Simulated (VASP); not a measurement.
AlN, 2 atoms in the cell. The structure is trigonal, space group R-3m (No. 166). The conventional cell has a = 2.948 Å, b = 2.948 Å, c = 6.715 Å, α = 90.00°, β = 90.00°, γ = 120.00°. Al (site symmetry -3m) has 6 N at 2.04 Å as nearest neighbours. Around N (site symmetry -3m) lie 6 Al at 2.04 Å. Measurements of this composition are mostly on another form, of space group No. 186.

| Property | Result |
| --- | --- |
| Program | VASP 6.6.1 |
| Task | single point |
| Functional | LDA |
| Potentials or basis | VASP PAW LDA potentials, release 64 (Al, N) |
| Cutoff | 520 eV |
| k mesh | 10 × 10 × 10 |
| Occupations | gaussian, width 0.05 eV |
| Spin | no spin polarisation |
| Dipole correction | no |
| Further INCAR settings | ALGO = Normal; EDIFF = 1e-07; NBANDS = 11 |

Potentials or basis: VASP PAW LDA potentials, release 64 (Al, N).

Run with:

```sh
$ cat potpaw_LDA.64/Al/POTCAR potpaw_LDA.64/N/POTCAR > POTCAR
$ mpirun -np 1 vasp_std > vasp.out
```

Hardware: 1 thread of AMD EPYC 7R13 Processor (Zen 3), on a shared host.

Question: Estimate the wall time of this run.

Answer: Run time: 18 s on 1 thread of AMD EPYC 7R13 Processor (Zen 3), on a shared host, peak memory 0.1 GiB. Counts: scf iterations 12, k points 116.
